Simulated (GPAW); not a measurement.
ZrO2 in GPAW: the effect of functional

The system is ZrO2.

```xyz
3
Lattice="0.0000 2.5451 2.5451 2.5451 0.0000 2.5451 2.5451 2.5451 0.0000" Properties=species:S:1:pos:R:3 pbc="T T T"
Zr    0.0000    0.0000    0.0000
O     3.8176    3.8176    3.8176
O     1.2725    1.2725    1.2725
```

Measurements of this composition are mostly on another form, of space group No. 14.

Alike in all runs:

- Program: GPAW 26.7.0
- Task: band structure
- Cutoff: 800 eV
- Basis: pw
- k mesh: 9 × 9 × 9
- Occupations: fermi-dirac, width 0.05 eV
- Spin: no spin polarisation

| functional | potentials or basis | gap on the mesh (eV) |
| --- | --- | --- |
| LDA | the program's PAW data sets (release 1.2.1) made for this functional | 3.30 |
| PBE | GPAW PAW data sets (gpaw-data 1.2.1) | 3.41 |
| PBEsol | PAW data sets generated in the run's folder for this functional | 3.33 |
| TPSS | GPAW PAW data sets (gpaw-data 1.2.1) | 3.51 |
| vdW-DF-cx | GPAW PAW data sets (gpaw-data 1.2.1) | 3.39 |
| BLYP | PAW data sets generated in the run's folder for this functional | 3.48 |
| vdW-DF2 | GPAW PAW data sets (gpaw-data 1.2.1) | 3.54 |
| GLLB-SC | the program's PAW data sets (release 1.2.1) made for this functional | ? |
| AM05 | PAW data sets generated in the run's folder for this functional | 3.33 |

Q: What does the run with functional GLLB-SC give?

A: gap on the mesh 6.35 eV.

Caveats: the GLLB-SC gap is the Kohn-Sham gap of the path plus the derivative discontinuity (some runs); a model potential gives levels but no total energy (some runs); an odd mesh through Γ misses points on the zone boundary, where band edges often lie (some runs).
